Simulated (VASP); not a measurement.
Wanted: the native input for a VASP 6.6.1 run.

- Task: band structure
- Functional: PBE
- Potentials or basis: VASP PAW PBE potentials, release 64 (Ga_d)
- Cutoff: 520 eV
- k mesh: 16 × 16 × 16
- Occupations: methfessel-paxton, width 0.1 eV
- Spin: no spin polarisation
- Further INCAR settings: ALGO = Normal; EDIFF = 1e-06; NBANDS = 12

The structure of Ga lies in POSCAR:

```
Ga                                      
1.0
   -1.6880889944      1.6880889944      1.6880889944
    1.6880889944     -1.6880889944      1.6880889944
    1.6880889944      1.6880889944     -1.6880889944
  Ga            
     1
Direct
     0.0000000000000000    0.0000000000000000    0.0000000000000000
```

The cell was built by a generator and needn't be a form met in nature.

These files were run (other wordings do the same):

INCAR

```
ALGO     = Normal         # electronic algorithm
EDIFF    = 1E-6           # SCF threshold, eV
ENCUT    = 520            # plane-wave cutoff, eV
GGA      = PE             # functional
ICORELEVEL= 1            
ISIF     = 2              # what is computed and relaxed
ISMEAR   = 1              # smearing method
LASPH    = True           # aspherical terms in the spheres
LCHARG   = False          # write CHGCAR
LREAL    = False          # projectors in reciprocal space
LWAVE    = False          # write WAVECAR
NBANDS   = 12             # bands
NELM     = 80             # most SCF steps
PREC     = Accurate       # precision mode
SIGMA    = 0.1            # smearing width, eV
```

KPOINTS

```
k-points
0
Gamma
  16 16 16
```

KPOINTS_OPT

```
explicit points
64
Reciprocal
 0.0000000000  0.0000000000  0.0000000000 1
 0.0555555556 -0.0555555556  0.0555555556 1
 0.1111111111 -0.1111111111  0.1111111111 1
 0.1666666667 -0.1666666667  0.1666666667 1
 0.2222222222 -0.2222222222  0.2222222222 1
 0.2777777778 -0.2777777778  0.2777777778 1
 0.3333333333 -0.3333333333  0.3333333333 1
 0.3888888889 -0.3888888889  0.3888888889 1
 0.4444444444 -0.4444444444  0.4444444444 1
 0.5000000000 -0.5000000000  0.5000000000 1
 0.5000000000 -0.5000000000  0.5000000000 1
 0.4444444444 -0.4444444444  0.5000000000 1
 0.3888888889 -0.3888888889  0.5000000000 1
 0.3333333333 -0.3333333333  0.5000000000 1
 0.2777777778 -0.2777777778  0.5000000000 1
 0.2222222222 -0.2222222222  0.5000000000 1
 0.1666666667 -0.1666666667  0.5000000000 1
 0.1111111111 -0.1111111111  0.5000000000 1
 0.0555555556 -0.0555555556  0.5000000000 1
 0.0000000000  0.0000000000  0.5000000000 1
 0.0000000000  0.0000000000  0.5000000000 1
 0.0000000000  0.0000000000  0.4444444444 1
 0.0000000000  0.0000000000  0.3888888889 1
 0.0000000000  0.0000000000  0.3333333333 1
 0.0000000000  0.0000000000  0.2777777778 1
 0.0000000000  0.0000000000  0.2222222222 1
 0.0000000000  0.0000000000  0.1666666667 1
 0.0000000000  0.0000000000  0.1111111111 1
 0.0000000000  0.0000000000  0.0555555556 1
 0.0000000000  0.0000000000  0.0000000000 1
 0.0000000000  0.0000000000  0.0000000000 1
 0.0277777778  0.0277777778  0.0277777778 1
 0.0555555556  0.0555555556  0.0555555556 1
 0.0833333333  0.0833333333  0.0833333333 1
 0.1111111111  0.1111111111  0.1111111111 1
 0.1388888889  0.1388888889  0.1388888889 1
 0.1666666667  0.1666666667  0.1666666667 1
 0.1944444444  0.1944444444  0.1944444444 1
 0.2222222222  0.2222222222  0.2222222222 1
 0.2500000000  0.2500000000  0.2500000000 1
 0.2500000000  0.2500000000  0.2500000000 1
 0.2777777778  0.1666666667  0.2777777778 1
 0.3055555556  0.0833333333  0.3055555556 1
 0.3333333333  0.0000000000  0.3333333333 1
 0.3611111111 -0.0833333333  0.3611111111 1
 0.3888888889 -0.1666666667  0.3888888889 1
 0.4166666667 -0.2500000000  0.4166666667 1
 0.4444444444 -0.3333333333  0.4444444444 1
 0.4722222222 -0.4166666667  0.4722222222 1
 0.5000000000 -0.5000000000  0.5000000000 1
 0.2500000000  0.2500000000  0.2500000000 1
 0.2222222222  0.2222222222  0.2777777778 1
 0.1944444444  0.1944444444  0.3055555556 1
 0.1666666667  0.1666666667  0.3333333333 1
 0.1388888889  0.1388888889  0.3611111111 1
 0.1111111111  0.1111111111  0.3888888889 1
 0.0833333333  0.0833333333  0.4166666667 1
 0.0555555556  0.0555555556  0.4444444444 1
 0.0277777778  0.0277777778  0.4722222222 1
 0.0000000000  0.0000000000  0.5000000000 1
 0.0000000000  0.0000000000  0.0000000000 1
 0.5000000000 -0.5000000000  0.5000000000 1
 0.2500000000  0.2500000000  0.2500000000 1
 0.0000000000  0.0000000000  0.5000000000 1
```

Potentials or basis: VASP PAW PBE potentials, release 64 (Ga_d).

The run is started by

```sh
$ cat potpaw_PBE.64/Ga_d/POTCAR > POTCAR
$ mpirun -np 1 vasp_std > vasp.out
```

It gave:

The pressure is 0.1 GPa and the band gap along the path is none (metal or under the smearing width).

Wall time 18 s on 1 thread of Intel(R) Xeon(R) Platinum 8488C (Sapphire Rapids), with other jobs on the host, peak memory 0.18 GiB.
